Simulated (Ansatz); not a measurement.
## AlNi3 in Ansatz: the effect of target pressure

AlNi3:

```
CELL_PARAMETERS angstrom
3.52305 0.00000 0.00000
0.00000 3.52305 0.00000
0.00000 0.00000 3.52305
ATOMIC_POSITIONS crystal
Ni 0.50000 0.50000 0.00000
Ni 0.50000 0.00000 0.50000
Ni 0.00000 0.50000 0.50000
Al 0.00000 0.00000 0.00000
```

The cell is a database's computed one.

Alike in all runs:

```yaml
Program: Ansatz 0.2.0
Task: relaxation of cell and atoms
Functional: PBEsol
Potentials_or_basis: all-electron LAPW, scalar-relativistic
Basis_error_allowed: 0.002 eV/atom
k_mesh: 8 × 8 × 8
Occupations: fermi-dirac, width 0.05 eV
Spin: collinear spin, ferromagnetic start
Starting_moments: "[1.0, 1.0, 1.0, 0.0] μB"
```

Each run relaxes the cell or the atoms first.

Question: One run gave: relaxed volume 10.89 Å³/atom; moment 0.66 μB. Which target pressure did it use?
A. 30 GPa
B. 10 GPa
C. 0 GPa
D. 5 GPa
E. 20 GPa

Answer: C.

| target pressure | relaxed volume (Å³/atom) | moment (μB) |
| --- | --- | --- |
| 0 GPa | 10.89 | 0.66 |
| 5 GPa | 10.64 | 0.64 |
| 10 GPa | 10.42 | 0.61 |
| 20 GPa | 10.04 | 0.55 |
| 30 GPa | 9.72 | 0.49 |
